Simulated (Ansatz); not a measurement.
A crystal relaxed with r2SCAN in Ansatz has space group P6_3/m (No. 176) and a = 8.044 Å, c = 3.080 Å.

```
atom  site       x       y       z
  Xx    6h  0.8286  0.2349  0.7500
   N    2c  0.6667  0.3333  0.7500
   N    6h  0.6694  0.9722  0.7500
```

With r2SCAN the gap is 2.67 eV and direct, at Γ. HSE06 gives a direct gap of 3.70 eV at Γ. PBE gives a direct gap of 2.19 eV at Γ. Meshes: r2SCAN 6×6×8, HSE06 3×3×6, PBE 6×6×8. r2SCAN's ε∞ is 4.7 along x and y, 4.9 along z.

Question: Which element is Xx?
A. Sn
B. Pb
C. Ge
D. C

Answer: C. Xx is Ge: Ge3N4 (P6_3/m) from a database structure. Ge has 4 N at 1.83–1.84 Å; N has 3 Ge at 1.83 Å; N has 3 Ge at 1.84 Å.

The values are computed, spin-unpolarised, and not measurements.

The runs are scalar-relativistic, without spin-orbit coupling.

The meshes of the hybrids are coarse, so their gaps aren't converged to the digits shown.

For a response run the program warns that the ground state's bands aren't all converged, so ε∞ carries an extra error.
